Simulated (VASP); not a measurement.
The system is Os.

```
Os
1.0
     2.73410    0.00000    0.00000
    -1.36705    2.36780    0.00000
     0.00000    0.00000    4.31970
Os
2
Direct
  0.66667 0.33333 0.75000
  0.33333 0.66667 0.25000
```

| Quantity | Value |
| --- | --- |
| Program | VASP 6.6.1 |
| Task | relaxation of cell and atoms |
| Functional | vdW-DF2 |
| Potentials or basis | VASP PAW PBE potentials, release 64 (Os) |
| Cutoff | 600 eV |
| k mesh | 11 × 11 × 6 |
| Occupations | fermi-dirac, width 0.05 eV |
| Spin | no spin polarisation |

At the start: pressure 38.7 GPa; volume 13.98 Å³/atom.

Question: How do energy, volume and symmetry change on relaxing?

Answer: Over 10 steps the energy falls by 153.4 meV/atom and the volume is 15.38 Å³/atom (+10.0 %); space group P6_3/mmc (No. 194, to 0.05 Å).

Step by step:
| step | energy change (eV) | largest force (eV/Å) | pressure (GPa) | volume (Å³) |
| --- | --- | --- | --- | --- |
| 1 | 0.0000 | 0.0000 | 38.71 | 27.96 |
| 2 | 2.4236 | 0.0000 | -45.16 | 43.99 |
| 3 | -0.2978 | 0.0000 | -5.18 | 31.28 |
| 4 | -0.3062 | 0.0000 | -0.83 | 30.83 |
| 5 | -0.3064 | 0.0000 | 0.06 | 30.75 |
| 6 | -0.3066 | 0.0000 | 0.06 | 30.76 |
| 7 | -0.3067 | 0.0000 | 0.08 | 30.75 |
| 8 | -0.3067 | 0.0000 | 0.07 | 30.75 |
| 9 | -0.3067 | 0.0000 | -0.15 | 30.78 |
| 10 | -0.3067 | 0.0000 | 0.00 | 30.76 |

Final structure:
```
Os
1.0
     2.82412    0.00000    0.00000
    -1.41206    2.44576    0.00000
     0.00000    0.00000    4.45306
Os
2
Cartesian
  1.4121 0.8153 3.3398
  0.0000 1.6305 1.1133
```

Caveat: the PAW data sets were made with another functional, which shifts forces and pressure a little.
